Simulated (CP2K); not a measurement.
Crystal: Ti.

```
CELL_PARAMETERS angstrom
2.84230 0.00000 0.00000
-0.94743 2.67974 0.00000
-0.94743 -1.33987 2.32072
ATOMIC_POSITIONS crystal
Ti 0.00000 0.00000 0.00000
```

This isn't the form of Ti at room conditions, which is hcp.

```yaml
Program: CP2K 2026.2
Task: single point
Functional: PBE
Potentials_or_basis: POTENTIAL_UZH Ti GTH-PBE-q12; TZVP-MOLOPT-PBE-GTH basis
Density_cutoff: 6123 eV
k_mesh: 11 × 11 × 11
Occupations: fermi-dirac, width 0.05 eV
Spin: no spin polarisation
```

On this cell: pressure -2.5 GPa; band gap on the k mesh none (metal or under the smearing width).

The same run follows on a disturbed copy (cell strained at random at fixed volume):

```
Ti
1.0
     2.84432    0.00000    0.00000
    -1.04754    2.71711    0.00000
    -0.90237   -1.38998    2.28718
Ti
1
Direct
  0.99280 0.00712 0.00682
```

Task: What does the disturbed cell give?

Result: The energy (extrapolated to zero smearing) moves by +3.0 meV/atom; pressure -2.4 GPa; band gap on the k mesh none (metal or under the smearing width).

Stress tensor (GPa, compression positive):
```
-2.24  0.73  0.32
 0.73 -4.08  0.12
 0.32  0.12 -0.89
```

Caveats: the basis of atomic orbitals isn't converged, which shifts pressures, moduli and gaps.
